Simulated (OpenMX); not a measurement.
A run of OpenMX 3.8.5:

MoP.dat

```
System.CurrrentDirectory             ./
System.Name                          MoP
DATA.PATH                            ./DFT_DATA13
level.of.stdout                      1
level.of.fileout                     0
Species.Number                       2
<Definition.of.Atomic.Species
  Mo  Mo7.0-s3p2d2           Mo_PBE13
  P   P7.0-s2p2d1f1          P_PBE13
Definition.of.Atomic.Species>

Atoms.Number                         2
Atoms.SpeciesAndCoordinates.Unit     FRAC
<Atoms.SpeciesAndCoordinates
    1  Mo    0.0000000000    0.0000000000    0.0000000000   7.000  7.000
    2  P     0.3333333333    0.6666666667    0.5000000000   2.500  2.500
Atoms.SpeciesAndCoordinates>

Atoms.UnitVectors.Unit               Ang
<Atoms.UnitVectors
     3.2230000000    0.0000000000    0.0000000000
    -1.6115000000    2.7911998764    0.0000000000
     0.0000000000    0.0000000000    3.1910000000
Atoms.UnitVectors>

scf.XcType                           GGA-PBE
scf.SpinPolarization                 off
scf.ElectronicTemperature            580.226
scf.energycutoff                     400.0
scf.maxIter                          100
scf.EigenvalueSolver                 band
scf.Kgrid                            11 11 9
scf.Mixing.Type                      rmm-diisk
scf.Init.Mixing.Weight               0.05
scf.Min.Mixing.Weight                0.001
scf.Max.Mixing.Weight                0.3
scf.Mixing.History                   25
scf.Mixing.StartPulay                8
scf.criterion                        1.0e-8
scf.stress.tensor                    on
MD.Type                              nomd
Band.dispersion                      on
Band.Nkpath                          9
<Band.kpath
   15   0.000000  0.000000  0.000000    0.500000  0.000000  0.000000  G M
    9   0.500000  0.000000  0.000000    0.333333  0.333333  0.000000  M K
   17   0.333333  0.333333  0.000000    0.000000  0.000000  0.000000  K G
   13   0.000000  0.000000  0.000000    0.000000  0.000000  0.500000  G A
   15   0.000000  0.000000  0.500000    0.500000  0.000000  0.500000  A L
    9   0.500000  0.000000  0.500000    0.333333  0.333333  0.500000  L H
   17   0.333333  0.333333  0.500000    0.000000  0.000000  0.500000  H A
   13   0.500000  0.000000  0.500000    0.500000  0.000000  0.000000  L M
   13   0.333333  0.333333  0.000000    0.333333  0.333333  0.500000  K H
Band.kpath>
```

Potentials or basis: OpenMX 2013 PBE set, Mo7.0-s3p2d2, P7.0-s2p2d1f1, grid cutoff 400 Ry.

The run is started by

```console
$ openmx MoP.dat -nt 1 > MoP.std
```

Hardware: 1 thread of Arm Neoverse V1, with other jobs on the host.

How long does it take, and how much memory?

It took 2.6 min on 1 thread of Arm Neoverse V1 (shared host), peak memory 0.79 GiB. Counts: k points 545, basis 39, scf iterations 16.
